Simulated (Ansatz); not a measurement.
# How much do the gradients of Al₂Cu depend on the method?

Cell: an entry of the Crystallography Open Database (COD), whose atoms a relaxation with PBE at fixed cell left in place.

Space group I4/mcm (No. 140); a = 6.0670, c = 4.8770 Å.

| site | Wyckoff | site symmetry | x | y | z |
| --- | --- | --- | --- | --- | --- |
| Al | 8h | m.2m | 0.1581 | 0.6581 | 0.5000 |
| Cu | 4a | 422 | 0.0000 | 0.0000 | 0.7500 |

One atom of each set is listed; the run and its k-mesh use a cell of 6 atoms with edges of 4.93, 4.93, 4.93 Å.

First run. The numbers come from a DFT calculation in Ansatz (PBE, plane waves and PAW, scalar-relativistic, 420 eV cutoff, Γ-centred 12×12×12 k-points, Fermi–Dirac smearing 0.05 eV).

```json
{"site": "Al", "V_zz (10²¹ V/m²)": "-0.76", "η": "0.61"}
{"site": "Cu", "V_zz (10²¹ V/m²)": "-2.80", "η": "0.00"}
```

Second run. The same atoms and settings, except that the functional is r2SCAN and the cutoff is 500 eV.

Q: What does the second run give?

A: 

```tsv
site	V_zz	η	change of V_zz
Al	-0.78	0.52	-0.02
Cu	-2.87	0.00	-0.07
```

The largest change of V_zz is on Cu, from -2.80 to -2.87. In per cent, |V_zz| changes by +3 on Cu (all sites that start above 2).

The run finds no gap above 0.1 eV (a metal, or nearly one), so the gradients can move by 10 % or more with the k-mesh.
For the second run: At this cell the principal stresses reach 5 GPa in size with r2SCAN, which can matter for small gradients. With these PAW files V_zz is typically within 2 to 3 % of all-electron values, but misses above 10 % occur on Al.
